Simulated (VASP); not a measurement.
# GaN (P6_3mc) in VASP: Born charges and dielectric tensor with PBE

Aim: the Born charges and dielectric tensor of GaN with PBE.

Everything below comes from runs of VASP 6.6.1. Logs are shortened: lines on timing, memory, paths and dates and some standing lists are left out, and cuts for length are marked.

**The experiment to reproduce.**

“Studying electronic properties in GaN without electrical contacts using γ-γ vs e−-γ Perturbed Angular Correlations”, 2019, pmc:6823545 quotes, for a bulk crystal of GaN: band gap 3.503 ± 0.005 eV (direct).

The results are compared with them further down.

## (1) The structure

Symmetry: P6_3mc, No. 186, hexagonal system. Conventional cell: a = 3.219 Å, b = 3.219 Å, c = 5.245 Å, α = 90.00°, β = 90.00°, γ = 120.00°. Ga (site symmetry 3m) is surrounded by 4 N at 1.97 to 1.98 Å. N (site symmetry 3m) is surrounded by 4 Ga at 1.97 to 1.98 Å.

## (2) Born charges and dielectric tensor, PBE

INCAR

```
SYSTEM = GaN
PREC = Accurate
ENCUT = 520
EDIFF = 1E-8
ISMEAR = 0
SIGMA = 0.02
LREAL = .False.
LASPH = .True.
NELM = 80
ALGO = Fast
ISIF = 2
LWAVE = .False.
LCHARG = .False.
GGA = PE
LEPSILON = .True.
IBRION = 8
NSW = 1
KPAR = 4
```

KPOINTS

```
Automatic mesh
0
Gamma
  12 12 6
  0 0 0
```

POSCAR

```
GaN                                     
1.0
    3.2191675302      0.0000000000      0.0000000000
   -1.6095837650      2.7878808560     -0.0000000000
    0.0000000000      0.0000000000      5.2452759521
  Ga              N             
     2     2
Direct
     0.3333333300000021    0.6666666699999979    0.9991504356148734
     0.6666666699999979    0.3333333300000021    0.4991504356148734
     0.3333333300000021    0.6666666699999979    0.3758495643851266
     0.6666666699999979    0.3333333300000021    0.8758495643851266
```

Potentials or basis: VASP PAW PBE potentials, release 64 (Ga_d, N).

Started as:

```
> cat potpaw_PBE.64/Ga_d/POTCAR potpaw_PBE.64/N/POTCAR > POTCAR
> mpirun -np 4 vasp_std > vasp.out
```

OUTCAR:

```text
SYSTEM = GaN
   PREC = Accurate
   ENCUT = 520
   EDIFF = 1E-8
   ISMEAR = 0
   LREAL = .False.
   LASPH = .True.
   NELM = 80
   ISIF = 2
   GGA = PE
   LEPSILON = .True.
   IBRION = 8
   NSW = 1

 ion  position               nearest neighbor table
   1  0.333  0.667  0.999-   4 1.97   4 1.97   4 1.97   3 1.98
   2  0.667  0.333  0.499-   3 1.97   3 1.97   3 1.97   4 1.98
   3  0.333  0.667  0.376-   2 1.97   2 1.97   2 1.97   1 1.98
   4  0.667  0.333  0.876-   1 1.97   1 1.97   1 1.97   2 1.98

  LATTYP: Found a hexagonal cell.
 ALAT       =     3.2191675302
 C/A-ratio  =     1.6293889345

  Lattice vectors:

 A1 = (   3.2191675302,   0.0000000000,   0.0000000000)
 A2 = (  -1.6095837650,   2.7878808560,   0.0000000000)
 A3 = (   0.0000000000,   0.0000000000,   5.2452759521)

Analysis of symmetry for initial positions (statically):
=====================================================================
 Subroutine PRICEL returns:
 Original cell was already a primitive cell.

 Routine SETGRP: Setting up the symmetry group for a
 hexagonal supercell.

 Subroutine GETGRP returns: Found 12 space group operations
 (whereof  6 operations were pure point group operations)
 out of a pool of 24 trial point group operations.

The static configuration has the point symmetry C_3v.
 The point group associated with its full space group is C_6v.

Analysis of symmetry for dynamics (positions and initial velocities):
=====================================================================
 Subroutine PRICEL returns:
 Original cell was already a primitive cell.

 Routine SETGRP: Setting up the symmetry group for a
 hexagonal supercell.

 Subroutine GETGRP returns: Found 12 space group operations
 (whereof  6 operations were pure point group operations)
 out of a pool of 24 trial point group operations.

The dynamic configuration has the point symmetry C_3v.
 The point group associated with its full space group is C_6v.

 Subroutine INISYM returns: Found 12 space group operations
 (whereof  6 operations are pure point group operations),
 and found     1 'primitive' translations

----------------------------------------------------------------------------------------

                                     Primitive cell

  volume of cell :      47.0745

  direct lattice vectors                    reciprocal lattice vectors
     3.219167530  0.000000000  0.000000000     0.310639316  0.179347693  0.000000000
    -1.609583765  2.787880856  0.000000000     0.000000000  0.358695386  0.000000000
     0.000000000  0.000000000  5.245275952     0.000000000  0.000000000  0.190647739

  length of vectors
     3.219167530  3.219167527  5.245275952     0.358695386  0.358695386  0.190647739

  position of ions in fractional coordinates (direct lattice)
     0.333333330  0.666666670  0.999150436
     0.666666670  0.333333330  0.499150436
     0.333333330  0.666666670  0.375849564
     0.666666670  0.333333330  0.875849564

  ion indices of the primitive-cell ions
   primitive index   ion index
[... 794 lines left out ...]
     0.51628  0.00000 -0.00000
     0.00000  0.51628  0.00000
     0.00000  0.00000 -1.04568

[... ionic steps 4 to 9 ...]

--------------------------------------- Ionic step       10  -------------------------------------------

------------------------ aborting loop because EDIFF is reached ----------------------------------------

[... ionic steps 11 to 11 ...]

--------------------------------------- Ionic step       12  -------------------------------------------

 Free energy of the ion-electron system (eV)
  ---------------------------------------------------
  ---------------------------------------------------
  free energy    TOTEN  =        -0.24746527 eV

  energy without entropy =       -0.24746527

------------------------ aborting loop because EDIFF is reached ----------------------------------------

 INTERNAL STRAIN TENSOR  FOR ION    3  DIRECTION 3   (eV/Angst):
 -----------------------------------------------------------------------------
     4.41894  0.00000  0.00000
     0.00000  4.41894 -0.00000
     0.00000  0.00000 -8.29610

 MACROSCOPIC STATIC DIELECTRIC TENSOR (including local field effects in DFT)
 ------------------------------------------------------
           5.933098     0.000000     0.000000
           0.000000     5.933098    -0.000000
           0.000000     0.000000     6.145301
 ------------------------------------------------------

 PIEZOELECTRIC TENSOR (including local field effects)  for field in x, y, z        (e  Angst)
          XX          YY          ZZ          XY          YZ          ZX
  --------------------------------------------------------------------------------
  x     0.00000     0.00000     0.00000    -0.00000     0.00000     1.64206
  y     0.00000     0.00000     0.00000    -0.00000     1.64205     0.00000
  z     1.51691     1.51691    -3.07238     0.00000     0.00000     0.00000

 PIEZOELECTRIC TENSOR (including local field effects)  for field in x, y, z        (C/m^2)
          XX          YY          ZZ          XY          YZ          ZX
  --------------------------------------------------------------------------------
  x     0.00000     0.00000     0.00000    -0.00000     0.00000     0.55887
  y     0.00000     0.00000     0.00000    -0.00000     0.55887     0.00000
  z     0.51628     0.51628    -1.04568     0.00000     0.00000     0.00000

 BORN EFFECTIVE CHARGES (including local field effects) (in |e|, cummulative output)
 ---------------------------------------------------------------------------------
 ion    1
    1     2.63195     0.00000    -0.00000
    2     0.00000     2.63195     0.00000
    3     0.00000    -0.00000     2.77552
 ion    2
    1     2.63195     0.00000     0.00000
    2     0.00000     2.63195    -0.00000
    3     0.00000     0.00000     2.77552
 ion    3
    1    -2.63195    -0.00000     0.00000
    2    -0.00000    -2.63195    -0.00000
    3     0.00000    -0.00000    -2.77552
 ion    4
    1    -2.63195    -0.00000    -0.00000
    2    -0.00000    -2.63195     0.00000
    3    -0.00000     0.00000    -2.77552

 INTERNAL STRAIN TENSOR FOR ION    4 for displacements in x,y,z  (eV/Angst):
          X           Y           Z          XY          YZ          ZX
  --------------------------------------------------------------------------------
  x     0.00000    -0.00000     0.00000     8.19217     0.00000     4.40740
  y     8.19217    -8.19217     0.00000    -0.00000     4.74317     0.00000
  z     4.41894     4.41894    -8.29610     0.00000     0.00000     0.00000

 SECOND DERIVATIVES (NOT SYMMETRIZED)
 ------------------------------------
               1X          1Y          1Z          2X          2Y          2Z          3X          3Y          3Z          4X          4Y          4Z
  1X   -11.894293   -0.000000    0.000000    0.333531    0.000000    0.000000    1.035444    0.000000    0.000000   10.525318    0.000000   -0.000000
  1Y    -0.000000  -11.894293    0.000000    0.000000    0.333531    0.000000    0.000000    1.035444   -0.000000    0.000000   10.525318    0.000000
  1Z     0.000000   -0.000000  -18.431497   -0.000000   -0.000000    7.856812    0.000000   -0.000000    5.997240   -0.000000    0.000000    4.577445
  2X     0.333531    0.000000    0.000000  -11.894293   -0.000000    0.000000   10.525318    0.000000    0.000000    1.035444    0.000000    0.000000
  2Y     0.000000    0.333531    0.000000   -0.000000  -11.894293   -0.000000    0.000000   10.525318   -0.000000    0.000000    1.035444    0.000000
  2Z     0.000000    0.000000    7.856812   -0.000000    0.000000  -18.431497    0.000000   -0.000000    4.577445   -0.000000    0.000000    5.997240
  3X     1.074298    0.000000    0.000000   10.562167    0.000000   -0.000000  -12.248824   -0.000000   -0.000000    0.612360    0.000000    0.000000
  3Y     0.000000    1.074298   -0.000000    0.000000   10.562167    0.000000   -0.000000  -12.248824    0.000000    0.000000    0.612360    0.000000
  3Z     0.000000    0.000000    6.000037   -0.000000    0.000000    4.612269   -0.000000    0.000000  -16.309859    0.000000    0.000000    5.697553
  4X    10.562167    0.000000    0.000000    1.074298    0.000000    0.000000    0.612360    0.000000   -0.000000  -12.248824   -0.000000    0.000000
  4Y     0.000000   10.562167    0.000000    0.000000    1.074298    0.000000    0.000000    0.612360   -0.000000   -0.000000  -12.248824   -0.000000
  4Z     0.000000   -0.000000    4.612269   -0.000000    0.000000    6.000037   -0.000000    0.000000    5.697553    0.000000   -0.000000  -16.309859

 Eigenvectors and eigenvalues of the dynamical matrix
 ----------------------------------------------------

   1 f  =   19.610499 THz   123.216398 2PiTHz  654.135827 cm-1    81.102470 meV
             X         Y         Z           dx          dy          dz
     -0.000000  1.858587  5.240820    -0.000000    0.000000    0.026534
      1.609584  0.929294  2.618182    -0.000000    0.000000   -0.026534
     -0.000000  1.858587  1.971435    -0.000000    0.000000   -0.706609
      1.609584  0.929294  4.594073     0.000000   -0.000000    0.706609
[... 71 lines left out ...]
  12 f/i=    0.018968 THz     0.119182 2PiTHz    0.632719 cm-1     0.078447 meV
             X         Y         Z           dx          dy          dz
     -0.000000  1.858587  5.240820    -0.645558   -0.009683    0.000000
      1.609584  0.929294  2.618182    -0.645558   -0.009683    0.000000
     -0.000000  1.858587  1.971435    -0.288344   -0.004325    0.000000
      1.609584  0.929294  4.594073    -0.288344   -0.004325    0.000000

--------------------------------------------------------------------------------------------------------

 MACROSCOPIC STATIC DIELECTRIC TENSOR IONIC CONTRIBUTION
 ------------------------------------------------------
           4.591509     0.000000    -0.000000
           0.000000     4.591509     0.000000
          -0.000000     0.000000     5.590619
 ------------------------------------------------------

 ELASTIC MODULI CONTR FROM IONIC RELAXATION (kBar)
 Direction    XX          YY          ZZ          XY          YZ          ZX
 --------------------------------------------------------------------------------
 XX        -481.2041    231.3256    235.2647     -0.0000      0.0000      0.0000
 YY         231.3256   -481.2041    235.2647     -0.0000     -0.0000     -0.0000
 ZZ         235.2647    235.2647   -443.0111      0.0000      0.0000     -0.0000
 XY          -0.0000     -0.0000      0.0000   -356.2648     -0.0000      0.0000
 YZ           0.0000     -0.0000      0.0000     -0.0000   -109.0929     -0.0000
 ZX           0.0000     -0.0000     -0.0000      0.0000     -0.0000   -118.2477
 --------------------------------------------------------------------------------

 PIEZOELECTRIC TENSOR IONIC CONTR  for field in x, y, z        (C/m^2)
          XX          YY          ZZ          XY          YZ          ZX
  --------------------------------------------------------------------------------
  x     0.00000    -0.00000    -0.00000    -0.00000    -0.00000    -0.69334
  y     0.00000    -0.00000     0.00000    -0.00000    -0.66596    -0.00000
  z    -0.78641    -0.78641     1.48084    -0.00000    -0.00000     0.00000
```

It took 26 min on 4 MPI ranks of Intel Xeon Platinum 8175M at 2.50GHz (Skylake/Cascade Lake), shared host; peak memory 0.98 GiB.

What came out:

```yaml
Band_gap_on_the_k_mesh: 1.71 eV, direct
Electronic_dielectric_tensor_diagonal: 5.93, 5.93, 6.15
Born_charges_mean_of_the_diagonal: Ga +2.68; N -2.68 e
Highest_phonon_frequency_at_Γ_LO-TO_splitting_left_out: 654 cm⁻¹
```

Phonon frequencies in cm⁻¹ (negative: imaginary):
| q point | frequencies |
| --- | --- |
| (0.000, 0.000, 0.000) | -1 -1 0 135 135 319 497 521 521 528 528 654 |

Electronic dielectric tensor:
```
5.93 0.00 0.00
0.00 5.93 0.00
0.00 0.00 6.15
```

Born effective charge tensors (e):
atom 1, Ga
```
2.63 0.00 0.00
0.00 2.63 0.00
0.00 0.00 2.78
```
atom 2, Ga
```
2.63 0.00 0.00
0.00 2.63 0.00
0.00 0.00 2.78
```
atom 3, N
```
-2.63  0.00  0.00
 0.00 -2.63  0.00
 0.00  0.00 -2.78
```
atom 4, N
```
-2.63  0.00  0.00
 0.00 -2.63  0.00
 0.00  0.00 -2.78
```

## (3) Against experiment

Step 2. Measured gap of GaN: 3.503 eV (direct; quoted in “Studying electronic properties in GaN without electrical contacts using γ-γ vs e−-γ Perturbed Angular Correlations”, 2019, pmc:6823545). This calculation gives 1.71 eV (-1.79 eV). So large a miss can be the level of theory's own, or it may mean another phase, state or a wrong row. Spin-orbit coupling on Ga is left out. The value is that of PBE, without temperature or zero-point motion. Semilocal functionals fall short of measured gaps as a rule.
